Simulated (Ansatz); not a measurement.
Turn this script for Ansatz 0.2.0 through its Python package into the input file that the command-line program reads.

`run_partial.py`:
```python
# -*- coding: utf-8 -*-
"""Densities of the top valence and bottom conduction bands of MgO."""

import itertools
import logging
import sys
import warnings

import ansatz as az
import numpy as np

logging.basicConfig(stream=sys.stdout, format="%(levelname)s %(message)s")
logger = logging.getLogger("calc")
logger.setLevel(logging.INFO)

MESH = (6, 6, 2)
XC = "pbesol"
SMEARING = "fixed"

vectors = np.array([
    [3.250594, 0.0, 0.0],
    [-1.625297, 2.815097, 0.0],
    [0.0, 0.0, 10.386338],
])
mgo = (
    az.Lattice.of(vectors)
    .atom("Mg", [1 / 3, 2 / 3, 0.969662])
    .atom("Mg", [0.0, 0.0, 0.221002])
    .atom("Mg", [0.0, 0.0, 0.721002])
    .atom("Mg", [2 / 3, 1 / 3, 0.469662])
    .atom("O", [1 / 3, 2 / 3, 0.77984])
    .atom("O", [0.0, 0.0, 0.529493])
    .atom("O", [0.0, 0.0, 0.029493])
    .atom("O", [2 / 3, 1 / 3, 0.27984])
)

calc = (
    mgo.calculation()
    .kpoints(*MESH, center="gamma")
    .pseudopotentials("paw")
    .functional(XC)
    .basis(16 * az.Ha)
    .occupations(SMEARING)
    .band_densities([("v1", "v1"), ("c1", "c1")])
)
with warnings.catch_warnings(record=True) as caught:
    warnings.simplefilter("always")
    res = calc.run()
print("warnings raised:", sorted(w.category.__name__ for w in caught) or "none")
r = res.report
# share of each window within a sphere about each atom, summed on the grid
cell = np.asarray(res.lattice.cell_ang)
for names, window in zip([("v1", "v1"), ("c1", "c1")], res.band_densities().windows):
    density = window.outcome.density
    rho = density.channels[0].density_e_per_ang3
    axes = density.fft_grid_basis @ cell
    points = np.stack(np.meshgrid(*(np.arange(n) / n for n in rho.shape), indexing="ij"), axis=-1)
    print("bands", names, "electrons", np.round(window.outcome.n_electrons, 3), "peak", round(float(rho.max()), 3), "e/A^3")
    for index, site in enumerate(res.lattice.sites):
        offset = points - np.asarray(site.position_ang) @ np.linalg.inv(axes)
        offset -= np.round(offset)
        distance = np.min([np.linalg.norm((offset + image) @ axes, axis=-1) for image in itertools.product((-1, 0, 1), repeat=3)], axis=0)
        logger.info(f"   {index} {site.symbol:2s} {100 * rho[distance < 0.8].sum() / rho.sum():5.1f} % within 0.8 A")
```

```console
$ python run_partial.py
warnings raised: none
bands ('v1', 'v1') electrons [2.] peak 0.684 e/A^3
INFO    0 Mg   0.4 % within 0.8 A
INFO    1 Mg   0.3 % within 0.8 A
INFO    2 Mg   0.3 % within 0.8 A
INFO    3 Mg   0.4 % within 0.8 A
INFO    4 O   17.4 % within 0.8 A
INFO    5 O   15.9 % within 0.8 A
INFO    6 O   15.9 % within 0.8 A
INFO    7 O   17.4 % within 0.8 A
bands ('c1', 'c1') electrons [2.] peak 0.235 e/A^3
INFO    0 Mg   0.9 % within 0.8 A
INFO    1 Mg   1.0 % within 0.8 A
INFO    2 Mg   1.0 % within 0.8 A
INFO    3 Mg   0.9 % within 0.8 A
INFO    4 O    5.3 % within 0.8 A
INFO    5 O    5.4 % within 0.8 A
INFO    6 O    5.4 % within 0.8 A
INFO    7 O    5.3 % within 0.8 A
```

`input.yaml`:
```yaml
crystal:
  lattice:
    - [3.250594, 0.0, 0.0]
    - [-1.625297, 2.815097, 0.0]
    - [0.0, 0.0, 10.386338]
  atoms:
    - { symbol: Mg, position: [0.3333333333333333, 0.6666666666666666, 0.969662] }
    - { symbol: Mg, position: [0.0, 0.0, 0.221002] }
    - { symbol: Mg, position: [0.0, 0.0, 0.721002] }
    - { symbol: Mg, position: [0.6666666666666666, 0.3333333333333333, 0.469662] }
    - { symbol: O, position: [0.3333333333333333, 0.6666666666666666, 0.77984] }
    - { symbol: O, position: [0.0, 0.0, 0.529493] }
    - { symbol: O, position: [0.0, 0.0, 0.029493] }
    - { symbol: O, position: [0.6666666666666666, 0.3333333333333333, 0.27984] }
basis:
  ecutwfc: 435.382179935808
kpoints:
  mp_grid:
    grid: [6, 6, 2]
    shift: [0.0, 0.0, 0.0]
hamiltonian:
  xc: pbesol
  pseudopotentials:
    kind: paw
scf:
  occupations:
    method: fixed
output:
  band_densities:
    - { bands: [v1, v1] }
    - { bands: [c1, c1] }
```

What to keep in mind:
- The structure comes from a database of computed cells and needn't be a stable or known phase.
- The windows are summed over all k-points with every state counted as full, the empty ones too; where a window cuts a degenerate level its bands share the weight. Values near the nuclei depend on the potentials. Spheres that overlap count density twice, so shares are no populations.
- Processor time in the engine: 3.4 s on 1 thread of Intel(R) Xeon(R) Processor @ 2.30GHz (shared host), peak memory 0.61 GiB.

(A comment or docstring line of the script was reworded after the run, the code is as it ran; lines on the test bed's own set-up are left out of the output.)
